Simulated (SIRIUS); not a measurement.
# As (P6/mmm) in SIRIUS: reference runs

Reference runs on As: the cell as given.

All numbers are computed with SIRIUS 7.10.0; they aren't measurements. Logs are shortened: lines on timing, memory, paths and dates and some standing lists are left out, and cuts for length are marked. The log counts tension as positive stress, the text compression.

**1. The crystal as given**

Symmetry: P6/mmm, No. 191, hexagonal system. Conventional cell: a = 4.566 Å, b = 4.566 Å, c = 2.834 Å, α = 90.00°, β = 90.00°, γ = 120.00°. Around As (site symmetry -6m2) lie 5 As at 2.64 to 2.83 Å.

The cell was built by a generator and needn't be a form met in nature.

**2. Single point, PBE**

Input file sirius.json:

```json
{
  "control": {
    "processing_unit": "cpu",
    "verbosity": 2,
    "num_bands_to_print": 23,
    "print_forces": true,
    "print_stress": true
  },
  "parameters": {
    "electronic_structure_method": "pseudopotential",
    "xc_functionals": ["XC_GGA_X_PBE", "XC_GGA_C_PBE"],
    "gk_cutoff": 9.2,
    "pw_cutoff": 18.4,
    "ngridk": [7, 7, 9],
    "shiftk": [0, 0, 0],
    "smearing": "fermi_dirac",
    "smearing_width": 0.0018374661,
    "num_bands": 23,
    "num_mag_dims": 0,
    "num_dft_iter": 100,
    "energy_tol": 1e-08,
    "density_tol": 1e-06
  },
  "iterative_solver": {
    "type": "davidson",
    "min_tolerance": 1e-09,
    "tolerance_scale": [0.1, 0.25]
  },
  "mixer": {
    "type": "anderson",
    "beta": 0.7,
    "max_history": 8
  },
  "settings": {
    "tol_ne": 1e-10,
    "pseudo_grid_cutoff": 6.5
  },
  "unit_cell": {
    "lattice_vectors": [
      [8.629245375491, 0.0, 0.0],
      [-4.314622687746, 7.473148726968, 0.0],
      [0.0, 0.0, 5.354992508397]
    ],
    "atom_coordinate_units": "lattice",
    "atom_types": ["As"],
    "atom_files": {
      "As": "As.json"
    },
    "atoms": {
      "As": [
        [0.33333, 0.66667, 0.0],
        [0.66667, 0.33333, 0.0]
      ]
    }
  }
}
```

Potentials or basis: PseudoDojo 0.4.1 PBE standard (scalar relativistic).

Command:

```sh
upf_to_json As.upf
OMP_NUM_THREADS=1 sirius.scf --input=sirius.json --output=out.json --task=0
```

Standard output:

```text
[info] SIRIUS version : 7.10.0
[info] number of MPI ranks           : 1
[info] MPI grid                      : 1 1
[info] maximum number of OMP threads : 1
[fft] FFT context for density and potential
[fft] =====================================
[fft]   comm size                             : 1
[fft]   plane wave cutoff                     : 18.4
[fft]   grid size                             : 54 54 36   total : 104976
[fft]   grid limits                           : -26 27   -26 27   -17 18
[fft]   number of G-vectors within the cutoff : 18187
[fft]   local number of G-vectors             : 18187
[fft]   number of G-shells                    : 4988
[fft] FFT context for coarse grid
[fft] =====================================
[fft]   comm size                             : 1
[fft]   plane wave cutoff                     : 18.4
[fft]   grid size                             : 54 54 36   total : 104976
[fft]   grid limits                           : -26 27   -26 27   -17 18
[fft]   number of G-vectors within the cutoff : 18187
[fft]   local number of G-vectors             : 18187
[fft]   number of G-shells                    : 4988
[unit cell] lattice vectors
[unit cell]   a1 :       8.6292453755      0.0000000000      0.0000000000
[unit cell]   a2 :      -4.3146226877      7.4731487270      0.0000000000
[unit cell]   a3 :       0.0000000000      0.0000000000      5.3549925084
[unit cell] reciprocal lattice vectors
[unit cell]   b1 :       0.7281268563      0.4203840668     -0.0000000000
[unit cell]   b2 :       0.0000000000      0.8407681336      0.0000000000
[unit cell]   b3 :       0.0000000000     -0.0000000000      1.1733322311
[unit cell] unit cell volume :       345.33079745 [a.u.^3]
[unit cell] 1/sqrt(omega)    :         0.05381240
[unit cell] MT volume        :         0.00000000 ( 0.00%)
[unit cell] IT volume        :       345.33079745 (100.00%)
[unit cell] number of atom types : 1
[unit cell] type id : 0 symbol : As mt_radius :  13.570000 num_atoms : 2
[unit cell] total number of atoms : 2
[unit cell] number of symmetry classes : 1
[unit cell] number of PAW atoms : 0
[unit cell] atom id  type id  class id             position                      vector_field
[unit cell] ------------------------------------------------------------------------------------------
[unit cell]      0        0        0      0.33333   0.66667   0.00000      0.00000   0.00000   0.00000
[unit cell]      1        0        0      0.66667   0.33333   0.00000      0.00000   0.00000   0.00000
[unit cell] atom id         position (Cartesian, a.u.)
[unit cell] ---------------------------------------------
[unit cell]      0      -0.000043    4.982124    0.000000
[unit cell]      1       4.314666    2.491025    0.000000
[unit cell] class id : 0 atom id : 0 1
[unit cell] minimum bond length:     4.982048
[unit cell] total number of pseudo wave-functions: 18
[sym] space group number   : 10
[sym] international symbol : P2/m
[sym] Hall symbol          : -P 2y
[sym] space group transformation matrix :
[sym]   1.0000  0.0000  0.0000
[sym]   0.0000  0.0000 -1.0000
[sym]   0.0000  1.0000  0.0000
[sym] space group origin shift :
[sym]   0.0000  0.0000  0.0000
[sym] number of space group operations  : 4
[sym] number of magnetic group operations : 4
[sym] metric tensor error: 0.0000e+00
[sym] rotation matrix error: 4.4409e-16
[... 239 lines left out ...]
[diagonalize] average number of iterations: 3.408
[diagonalize] Lowest band energies
[diagonalize] ik:    0   -1.015152   -1.015152   -1.014177   -1.013693   -1.013693   -1.012917   -1.012917   -1.012399   -1.012041   -1.012041   -0.207109   -0.001352    0.158931    0.158944    0.316961    0.316977    0.433613    0.485290    0.576077    0.625562    0.837929    0.837936    0.874059
[diagonalize] ik:    1   -1.015323   -1.015254   -1.014317   -1.013517   -1.013430   -1.012929   -1.012884   -1.012418   -1.012075   -1.012029   -0.201740   -0.022421    0.151151    0.176224    0.315339    0.336571    0.438177    0.515532    0.566534    0.629621    0.769121    0.792908    0.840430
[diagonalize] ik:    2   -1.015620   -1.015477   -1.014414   -1.013208   -1.013047   -1.012956   -1.012798   -1.012474   -1.012163   -1.012003   -0.186389   -0.063622    0.137150    0.196106    0.336611    0.383868    0.451023    0.543438    0.572299    0.639413    0.688513    0.701657    0.790001
[diagonalize] ik:    3   -1.015811   -1.015642   -1.014436   -1.013007   -1.012976   -1.012759   -1.012706   -1.012571   -1.012257   -1.011983   -0.165994   -0.099937    0.128064    0.199100    0.386477    0.434466    0.467493    0.519509    0.536131    0.625628    0.677271    0.722347    0.750884
[diagonalize] ik:    4   -1.015323   -1.015254   -1.014317   -1.013517   -1.013430   -1.012929   -1.012884   -1.012418   -1.012075   -1.012029   -0.201740   -0.022421    0.151151    0.176224    0.315339    0.336571    0.438177    0.515532    0.566534    0.629621    0.769121    0.792908    0.840430
[diagonalize] ...
[diagonalize] ik:  120   -1.016065   -1.014893   -1.014400   -1.013720   -1.013220   -1.013005   -1.012638   -1.012502   -1.011049   -1.010772   -0.063358   -0.031400    0.150907    0.176504    0.178668    0.355130    0.402893    0.438712    0.559858    0.585675    0.609770    0.650307    0.760130
[diagonalize] ik:  121   -1.015953   -1.015200   -1.014080   -1.013704   -1.013298   -1.012927   -1.012771   -1.012517   -1.011082   -1.010732   -0.069265   -0.024652    0.145657    0.184251    0.186302    0.314999    0.441542    0.453653    0.541018    0.552449    0.606627    0.702447    0.748240
[diagonalize] ik:  122   -1.015737   -1.015465   -1.013823   -1.013684   -1.013375   -1.012961   -1.012851   -1.012536   -1.011193   -1.010643   -0.078958   -0.011700    0.136875    0.195016    0.199898    0.286314    0.463508    0.491829    0.500374    0.504050    0.647442    0.715658    0.720475
[diagonalize] ik:  123   -1.015839   -1.015197   -1.014013   -1.013689   -1.013378   -1.012885   -1.012846   -1.012531   -1.011314   -1.010577   -0.085116   -0.001275    0.131197    0.192096    0.203351    0.308219    0.418313    0.464198    0.508776    0.555914    0.641296    0.660435    0.778481
[diagonalize] ik:  124   -1.015839   -1.015198   -1.014012   -1.013689   -1.013378   -1.012885   -1.012846   -1.012531   -1.011314   -1.010577   -0.085114   -0.001279    0.131198    0.192099    0.203348    0.308223    0.418312    0.464200    0.508776    0.555919    0.641293    0.660430    0.778472
[find] Charges and magnetic moments
[find] --------------------------------------------------------------------------------
[find] total charge          : 30.000000
[find] Energy
[find] --------------------------------------------------------------------------------
[find] valence_eval_sum               :     -19.38001492
[find] <rho|V^{XC}>                   :     -32.01733844
[find] <rho|E^{XC}>                   :     -47.46776616
[find] <mag|B^{XC}>                   :       0.00000000
[find] <rho|V^{H}>                    :     136.51676982
[find] one-electron contribution      :    -123.87944630 (Ha),    -247.75889260 (Ry)
[find] hartree contribution           :      68.25838491
[find] xc contribution                :     -47.46776616
[find] ewald contribution             :    -109.02960218
[find] PAW contribution               :       0.00000000
[find] smearing (-TS)                 :      -0.00018542
[find] SCF correction                 :       0.00000628
[find] Total energy                   :    -212.11842344 (Ha),    -424.23684689 (Ry)
[find] Free energy (E-TS)             :    -212.11860886 (Ha),    -424.23721773 (Ry)
[find] band gap (eV)                  :       0.00000000
[find] Efermi                         :       0.31182904
[find] iteration : 9, RMS : 8.505259731271e-08, energy difference : -2.253784714412e-09
[find] Hartree energy of density residual : 4.537162564215e-13
[find] bands are converged : false
[find] iterative solver converged : true
[find] converged after 10 SCF iterations!
[find] Charges and magnetic moments
[find] --------------------------------------------------------------------------------
[find] total charge          : 30.000000
[find] Energy
[find] --------------------------------------------------------------------------------
[find] valence_eval_sum               :     -19.38001492
[find] <rho|V^{XC}>                   :     -32.01733844
[find] <rho|E^{XC}>                   :     -47.46776616
[find] <mag|B^{XC}>                   :       0.00000000
[find] <rho|V^{H}>                    :     136.51676982
[find] one-electron contribution      :    -123.87944630 (Ha),    -247.75889260 (Ry)
[find] hartree contribution           :      68.25838491
[find] xc contribution                :     -47.46776616
[find] ewald contribution             :    -109.02960218
[find] PAW contribution               :       0.00000000
[find] smearing (-TS)                 :      -0.00018542
[find] SCF correction                 :       0.00000628
[find] Total energy                   :    -212.11842344 (Ha),    -424.23684689 (Ry)
[find] Free energy (E-TS)             :    -212.11860886 (Ha),    -424.23721773 (Ry)
[find] band gap (eV)                  :       0.00000000
[find] Efermi                         :       0.31182904
[ground_state] === stress tensor components [kbar] ===
[ground_state] === stress_kin ===
[ground_state] -86476.633926    0.011787    0.000000
[ground_state]     0.011787-86476.620197    0.000000
[ground_state]     0.000000    0.000000-86674.113319
[ground_state] === stress_har ===
[ground_state] -16968.514847   -1.035935    0.000000
[ground_state]    -1.035935-16969.700298    0.000000
[ground_state]     0.000000    0.000000-24215.612127
[ground_state] === stress_ewald ===
[ground_state] 33712.718754   -1.542094    0.000000
[ground_state]    -1.54209433710.954056    0.000000
[ground_state]     0.000000    0.00000025465.847809
[ground_state] === stress_vloc ===
[ground_state] -3622.853743    2.560710    0.000000
[ground_state]     2.560710-3619.924750    0.000000
[ground_state]     0.000000    0.00000012064.399853
[ground_state] === stress_xc ===
[ground_state] -12656.537965   -0.000885    0.000000
[ground_state]    -0.000885-12656.538949    0.000000
[ground_state]     0.000000    0.000000-12661.227880
[ground_state] === stress_core ===
[ground_state] 22264.270739    0.000088    0.000000
[ground_state]     0.00008822264.270864    0.000000
[ground_state]     0.000000    0.00000022265.551046
[ground_state] === stress_nonloc ===
[ground_state] 63757.965900    0.000888    0.000000
[ground_state]     0.00088863757.967896    0.000000
[ground_state]     0.000000    0.00000063736.945216
[ground_state] === stress_us_nl ===
[ground_state] 63757.965900    0.000888    0.000000
[ground_state]     0.00088863757.967896    0.000000
[ground_state]     0.000000    0.00000063736.945216
[ground_state] === stress_total ===
[ground_state]    10.414912   -0.005440    0.000000
[ground_state]    -0.005440   10.408623    0.000000
[ground_state]     0.000000    0.000000  -18.209401
[ground_state] ==== total Forces in Ha/bohr =====
[ground_state] atom:    0, force:       0.0000012     -0.0000055      0.0000000
[ground_state] atom:    1, force:      -0.0000012      0.0000055     -0.0000000
[ground_state] ==== ultrasoft contribution from Qij =====
[ground_state] atom:    0, force:       0.0000000      0.0000000      0.0000000
[ground_state] atom:    1, force:       0.0000000      0.0000000      0.0000000
[ground_state] ==== non-local contribution from Beta-projector =====
[ground_state] atom:    0, force:      -0.0000157      0.0000055      0.0000000
[ground_state] atom:    1, force:       0.0000157     -0.0000055      0.0000000
[ground_state] ==== contribution from local potential =====
[ground_state] atom:    0, force:      -0.0003780      0.0002108      0.0000000
[ground_state] atom:    1, force:       0.0003780     -0.0002108      0.0000000
[ground_state] ==== contribution from core density =====
[ground_state] atom:    0, force:       0.0000001     -0.0000001      0.0000000
[ground_state] atom:    1, force:      -0.0000001      0.0000001      0.0000000
[ground_state] ==== Ewald forces from ions =====
[ground_state] atom:    0, force:       0.0003977     -0.0002212      0.0000000
[ground_state] atom:    1, force:      -0.0003977      0.0002212     -0.0000000
[~DFT_ground_state] local op. applied: 68838
[~DFT_ground_state] evp. work count: 12049.4
[~DFT_ground_state] number of iterative solver steps: 4909
```

Wall time 4.3 min (1 thread of Arm Neoverse V2, shared host); peak memory 1.1 GiB.

What came out:

```yaml
Free_energy: -5772.0414 eV
Pressure: -0.1 GPa
Band_gap_on_the_k_mesh: none (metal or under the smearing width)
```
